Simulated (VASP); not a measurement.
Set up this calculation in VASP 6.6.1, as the native input.

| Property | Result |
| --- | --- |
| Task | band structure |
| Functional | PBE |
| Potentials or basis | VASP PAW PBE potentials, release 64 (Ir) |
| Cutoff | 520 eV |
| k mesh | 16 × 16 × 16 |
| Occupations | methfessel-paxton, width 0.1 eV |
| Spin | spin-orbit coupling, no magnetisation |
| Further INCAR settings | ALGO = Normal; EDIFF = 1e-06; NBANDS = 20 |

The structure of Ir lies in POSCAR:

```
Ir                                      
1.0
    0.0000000000      1.9172882887      1.9172882887
    1.9172882887      0.0000000000      1.9172882887
    1.9172882887      1.9172882887      0.0000000000
  Ir            
     1
Direct
     0.0000000000000000    0.0000000000000000    0.0000000000000000
```

These files were run (other wordings do the same):

INCAR

```
PREC = Accurate
ENCUT = 520
EDIFF = 1E-6
ISMEAR = 1
SIGMA = 0.1
LREAL = False
LASPH = True
NELM = 80
ALGO = Normal
ISIF = 2
LWAVE = False
LCHARG = False
MAGMOM = 0 0 0
LORBIT = 11
LSORBIT = True
GGA_COMPAT = False
LMAXMIX = 4
GGA = PE
NBANDS = 20
KPAR = 4
```

KPOINTS

```
Automatic mesh
0
Gamma
  16 16 16
```

KPOINTS_OPT

```
explicit points
252
Reciprocal
 0.0000000000  0.0000000000  0.0000000000 1
 0.0357142857  0.0000000000  0.0357142857 1
 0.0714285714  0.0000000000  0.0714285714 1
 0.1071428571  0.0000000000  0.1071428571 1
 0.1428571429  0.0000000000  0.1428571429 1
 0.1785714286  0.0000000000  0.1785714286 1
[... 244 lines left out ...]
 0.4924546700  0.0075453300  0.5000000000 1
 0.5075453300 -0.0075453300  0.5000000000 1
```

Potentials or basis: VASP PAW PBE potentials, release 64 (Ir).

Command:

```console
$ cat potpaw_PBE.64/Ir/POTCAR > POTCAR
$ mpirun -np 4 vasp_ncl > vasp.out
```

Results of the run:

```
Pressure                                              : 12.3 GPa
Valence electrons inside the program's atomic spheres : Ir 8.42
```

Run time: 27 s on 4 MPI ranks on Intel(R) Xeon(R) Platinum 8488C (Sapphire Rapids) (shared host), peak memory 0.23 GiB a rank.
